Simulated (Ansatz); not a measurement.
System: Ta (fcc type), 1 atom in the cell.

These are results of Ansatz, PBE, all-electron LAPW, point nucleus, not measurements.

k-mesh 4×4×4 Γ-centred; Fermi–Dirac smearing of 0.15 eV; no spin polarisation; no spin–orbit coupling.

```
CELL_PARAMETERS angstrom
0.00000 2.11050 2.11050
2.11050 0.00000 2.11050
2.11050 2.11050 0.00000
ATOMIC_POSITIONS crystal
Ta 0.00000 0.00000 0.00000
```

(1) What pressure does the calculation give?

Results:

(1) The pressure is 1.31 GPa, so at these settings the cell is compressed and would expand.

The k-mesh is coarse, so these values belong to this mesh and can lie far from the converged ones. This cubic structure is a model: it isn't the usual form of the substance at ambient conditions, and such phases are metastable or hypothetical.
